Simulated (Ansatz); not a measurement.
A run of Ansatz 0.2.0 is set up as follows.

File run.py:

```python
import json

import ase.io
import numpy as np
from ase.calculators.calculator import CalculationFailed, Calculator
from ase.stress import full_3x3_to_voigt_6_stress
from ase.units import GPa

import ansatz as az

class AnsatzCalculator(Calculator):
    implemented_properties = ["energy", "free_energy", "forces", "stress", "magmom"]

    def calculate(self, atoms, properties, system_changes):
        super().calculate(atoms, properties, system_changes)
        structure = atoms.copy()
        structure.set_constraint()
        structure.set_momenta(None)
        structure.set_masses(None)
        outcome = (
            az.Crystal.from_ase(structure)
            .calculation()
            .basis(xc_grid=2)
            .kpoints(9, 9, 9)
            .functional("pbe")
            .pseudopotentials(kind="nc", accuracy="standard")
            .scf(tolerance=2e-10)
            .occupations(method="fermi_dirac", width=0.025)
            .forces()
            .stress()
            .run(threads=2)
        )
        if not outcome.report["converged"]:
            raise CalculationFailed("SCF not converged")
        report = outcome.report
        self.results = {
            "free_energy": report["lagrangian_ev"],
            "energy": report["lagrangian_ev"],
            "forces": np.array(report["forces_ev_ang"]),
            "stress": -GPa * full_3x3_to_voigt_6_stress(report["stress_gpa"]),
            "magmom": report["magnetization_mub"],
        }

np.set_printoptions(precision=5, suppress=True, linewidth=110)
atoms = ase.io.read("POSCAR", format="vasp")
atoms.calc = AnsatzCalculator()
cell = atoms.cell[:].copy()
pairs = [(0, 0), (1, 1), (2, 2), (1, 2), (0, 2), (0, 1)]
C = np.zeros((6, 6))
for j, (a, b) in enumerate(pairs):
    stress = []
    for e in (0.003, -0.003):
        strain = np.eye(3)
        strain[a, b] += e if a == b else e / 2
        strain[b, a] = strain[a, b]
        atoms.set_cell(cell @ strain, scale_atoms=True)
        stress.append(atoms.get_stress())
    C[:, j] = (stress[0] - stress[1]) / (2 * 0.003) / GPa
print("clamped-ion stress-strain coefficients (GPa, Voigt)", C.round(1), sep="\n")
print(f"Voigt bulk modulus {(C[:3, :3].sum()) / 9:.1f} GPa")
json.dump({"C": C.tolist()}, open("results.json", "w"))
```

The input POSCAR:

```
W
1.0
   -1.5823450000      1.5823450000      1.5823450000
    1.5823450000     -1.5823450000      1.5823450000
    1.5823450000      1.5823450000     -1.5823450000
W
1
Direct
    0.0000000000      0.0000000000      0.0000000000
```

Potentials or basis: PseudoDojo standard.

Launch:

```console
$ python run.py
```

Task: Predict the elastic constants C11, C12, C44.

Result: 408, 289, 60 GPa.

Task: Estimate the Voigt bulk modulus.

Result: 329 GPa.

Elastic tensor in Voigt notation (GPa, in the Cartesian axes of the cell as first typed):
```
408 289 289   0   0   0
289 408 289   0   0   0
289 289 408   0   0   0
  0   0   0  60   0   0
  0   0   0   0  60   0
  0   0   0   0   0  60
```

Caveat: the thresholds are loose for stress. Spin-orbit coupling is left out, which matters for the levels of W.
